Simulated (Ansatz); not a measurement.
Runs of Ansatz 0.2.0 on Al. Symmetry: P6_3/mmc, No. 194, hexagonal system. Conventional cell: a = 2.812 Å, b = 2.812 Å, c = 4.867 Å, α = 90.00°, β = 90.00°, γ = 120.00°. Around Al (site symmetry -6m2) lie 12 Al at 2.81 to 2.93 Å. This isn't the form of Al at room conditions, which is fcc.

```tsv
task	level	cell	cutoff (eV)	points for each segment of the path	gap on the mesh (eV)	pressure (GPa)	relaxed volume (Å³/atom)
single point	r2SCAN50	as given	500	-	none	(a)	-
relaxation of cell and atoms	HSE03	relaxed	420	-	none	0.0	16.68
relaxation of cell and atoms	B3LYP	relaxed	420	-	none	0.0	17.42
single point	PBEsol0	as given	420	-	none	0.0	-
band structure	HSE03	as given	420	4	none	1.3	-
```

Alike in all rows: potentials or basis Ansatz PAW; no spin polarisation; k mesh 6 × 6 × 3; smearing fermi-dirac 0.05 eV; the mesh is coarse, so values aren't converged.

Problem. Fill in the values left out.

Solution. (a) -0.3.

Caveats: all runs use coarse meshes; the PAW data sets come from PBE, with cores solved anew for the run's functional, which leaves a small shift of forces and pressure; the thresholds are loose for stress (some runs); the plane-wave basis is chosen anew once the cell has moved, so the energies of steps on either side of that aren't comparable (some runs).

A gap of «none» marks a metal or a gap under the smearing width.
